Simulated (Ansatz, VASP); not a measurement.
**HgSe (e600): VASP beside Ansatz**

```
Hg Se
1.0
     0.00000    3.13005    3.13005
     3.13005    0.00000    3.13005
     3.13005    3.13005    0.00000
Hg Se
1 1
Cartesian
  0.0000 0.0000 0.0000
  1.5650 1.5650 1.5650
```

Alike in both runs: functional PBE; k mesh 12 × 12 × 12; occupations gaussian, width 0.1 eV; no spin polarisation.

Ansatz relaxed the structure, and its values are those at the end. VASP's run is a single point on that final structure, the one shown.

```csv
,VASP,Ansatz
version,VASP 6.6.1,Ansatz 0.2.0
potentials or method,"VASP PAW PBE potentials, release 64 (Hg, Se)","scalar-relativistic, plane waves, PAW"
plane-wave cutoff (eV),520,600
valence electrons in the cell,18,36
```

VASP gave:

```
gap on the k mesh at the Fermi level (eV) : none
pressure (GPa)                            : 0.2
```

**Question.** Estimate Ansatz's values.

**Answer.** gap on the k mesh at the Fermi level (eV): none; pressure (GPa): 0.0.

A gap of «none» marks a metal or a gap that the smearing closes. The two sets of potentials don't hold the same shells in valence.

The runs have no spin-orbit coupling, so splittings on Hg are missing.
